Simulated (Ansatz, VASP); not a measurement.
# Two plane-wave programs on W

```
W
1.0
     1.58332   -5.02261    0.00000
     1.58332    5.02261    0.00000
     0.00000    0.00000    4.19029
W
4
Cartesian
  1.5833 4.0382 3.8132
  1.5833 -0.9844 2.4723
  1.5833 -4.0382 0.3771
  1.5833 0.9844 1.7180
```

Alike in both runs: task relaxation of cell and atoms; functional PBE; k mesh 6 × 6 × 4; occupations gaussian, width 0.1 eV; no spin polarisation.

```csv
,VASP,Ansatz
version,VASP 6.6.1,Ansatz 0.2.0
potentials or method,"VASP PAW PBE potentials, release 64 (W_sv)","scalar-relativistic, plane waves, PAW"
plane-wave cutoff (eV),600,420
valence electrons in the cell,56,56
```

```csv
,VASP,Ansatz,Ansatz less VASP
"gap on the k mesh at the Fermi level, each at its own relaxed structure (eV)",none,none,-
relaxed volume (Å³/atom),17.06,17.04,-0.014
relaxed cell length with the largest relative difference (Å),4.411,4.405,-0.0055
energy change over the relaxation (meV/atom),-4749,-4544,+204.9
```

A gap of «none» marks a metal or a gap that the smearing closes.

Caveats: the k mesh is coarse (spacing up to 0.37 Å⁻¹), so the values aren't converged. Spin-orbit coupling is left out, which matters for the levels of W.
